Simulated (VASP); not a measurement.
A run of VASP 6.6.1:

File INCAR:

```
ALGO = Normal ; EDIFF = 1E-6
ENCUT = 520 ; ISIF = 2
ISMEAR = 0 ; LASPH = T
LCHARG = T ; LELF = T
LMIXTAU = T ; LREAL = F
LVHAR = T ; LWAVE = F
METAGGA = R2SCAN ; NBANDS = 12
NELM = 60 ; PREC = Accurate
SIGMA = 0.1
```

Contents of KPOINTS:

```
k-points
0
Gamma
  20 20 20
```

File POSCAR:

```
Cu
1.0
   -1.4180800000      1.4180800000      1.4180800000
    1.4180800000     -1.4180800000      1.4180800000
    1.4180800000      1.4180800000     -1.4180800000
Cu
1
Direct
    0.0000000000      0.0000000000      0.0000000000
```

Potentials or basis: VASP PAW PBE potentials, release 64 (Cu).

Run with:

```console
$ cat potpaw_PBE.64/Cu/POTCAR > POTCAR
$ mpirun -np 1 vasp_std > vasp.out
```

Hardware: 1 thread of Intel(R) Xeon(R) 6975P-C (Granite Rapids), with other jobs on the host.

Question: Estimate the wall time of this run.

Answer: Wall time 57 s on 1 thread of Intel(R) Xeon(R) 6975P-C (Granite Rapids) (shared host), peak memory 0.14 GiB. Counts: scf iterations 15, k points 256.
